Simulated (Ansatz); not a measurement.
**Ge (Fd-3m) under several functionals**

**Experimental background.**

From “Tuning superconductivity in nanosecond laser annealed boron doped Si1-xGex epilayers”, 2024, arxiv:2404.02748, for a bulk crystal of Ge: lattice constant a 5.6578 Å.

Plane-wave DFT in Ansatz with scalar-relativistic PAW potentials. The same structure was relaxed (cell and atoms, symmetry kept) in separate runs at each level. No spin polarisation.

Task: How do the levels LDA, PBE, PBE+D3(BJ), PBEsol, r2SCAN compare?

Result:
| level | cutoff (eV) | k mesh | V (Å³/atom) | a (Å) | gap (eV) |
| --- | --- | --- | --- | --- | --- |
| LDA | 420 | 14×14×14 | 22.210 | 5.622 | 0.00 |
| r2SCAN | 500 | 12×12×12 | 22.846 | 5.675 | 0.35 |
| PBEsol | 420 | 14×14×14 | 22.855 | 5.676 | 0.00 |
| PBE+D3(BJ) | 420 | 14×14×14 | 23.142 | 5.699 | 0.00 |
| PBE | 420 | 14×14×14 | 23.901 | 5.761 | 0.00 |

The usual order of volumes, LDA < PBEsol < PBE, holds here (22.210, 22.855, 23.901 Å³/atom). As a rule LDA overbinds; PBEsol, built on the gradient expansion of slowly varying densities, lies between LDA and PBE; PBE's stronger gradient term for exchange weakens bonds. Adding D3 to PBE changes the volume by -3.2 %; the term is attractive, so it pulls cells in. r2SCAN lies 4.4 % under PBE in volume. Each gap belongs to its own cell, so it mixes the functional's effect with that of the volume; gaps are the least found on the k mesh or on a band path.

For PBE: Against the measured lattice constant a of Ge, 5.6578 Å (quoted in “Tuning superconductivity in nanosecond laser annealed boron doped Si1-xGex epilayers”, 2024, arxiv:2404.02748), the calculated 5.761 Å is off by +1.8 %. 2 values of this kind are on record in papers (5.6578 to 5.658 Å); this one was drawn at random among those near their median. The calculations are for 0 K without zero-point motion.